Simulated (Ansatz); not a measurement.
# SnSe: elastic constants from stress and strain

```yaml
crystal:
  lattice:
    - [0.00000, 3.01000, 3.01000]
    - [3.01000, 0.00000, 3.01000]
    - [3.01000, 3.01000, 0.00000]
  atoms:
    - { symbol: Sn, position: [0.00000, 0.00000, 0.00000] }
    - { symbol: Se, position: [0.50000, 0.50000, 0.50000] }
```

Atoms are numbered in the order listed.

The cell is COD entry 9008725, as deposited and not checked against the literature; nothing was relaxed.

Spin–orbit coupling is left out, though it moves levels of the heavy atoms by tenths of an eV or more.

Computed with Ansatz 0.2.0, DFT, PBE, all-electron LAPW, scalar-relativistic.

Settings: a Γ-centred 9×9×9 k mesh, Fermi–Dirac smearing of 0.02 eV, basis error target 0.25 meV/atom, no spin polarisation.

The unstrained cell is at 1.03 GPa. Large strains and very small stresses are left out. Each strain is applied once, with fractional coordinates held (clamped ions), and σ below is the change of stress, positive in tension. One finite strain gives stress–strain coefficients at this pressure with an error of the order of the strain times third-order constants, a few per cent for each per cent of strain.

(1) Estimate the stiffness probed by this change, and the stress that it gives: equal xy, yz and zx engineering shear strains of -1 %.

(2) Estimate the stiffness probed by this change, and the stress that it gives: equal xy, yz and zx engineering shear strains of +1 %.

## Answers

(1) σxy = -0.18 GPa and γxy = 2εxy = -0.0100, so C44 (clamped ions) = σxy/γxy = 18 GPa.

(2) σxy = 0.19 GPa and γxy = 2εxy = 0.0100, so C44 (clamped ions) = σxy/γxy = 19 GPa.
